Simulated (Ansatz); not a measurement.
The system is Pt.

```
Pt
1.0
     0.00000    1.96090    1.96090
     1.96090    0.00000    1.96090
     1.96090    1.96090    0.00000
Pt
1
Direct
  0.00000 0.00000 0.00000
```

Base run:

```yaml
Program: Ansatz 0.2.0
Functional: PBE
Potentials_or_basis: all-electron LAPW, relativistic spinors
Cutoff: 270 eV (chosen from the basis error)
Basis_error_allowed: 0.001 eV/atom
k_mesh: 9 × 9 × 9
Occupations: fermi-dirac, width 0.05 eV
Spin: spin-orbit coupling, no magnetisation
```

Its results: pressure 9.9 GPa.

Q: The run is repeated on the same cell with these changes: functional from PBE to PBEsol. What comes out?

A: Pressure -0.9 GPa.

PBEsol binds more tightly than PBE, so the same cell stands under less pressure.

Caveats: the k mesh is thin for a metal, which can move the energy by tens of meV per atom.
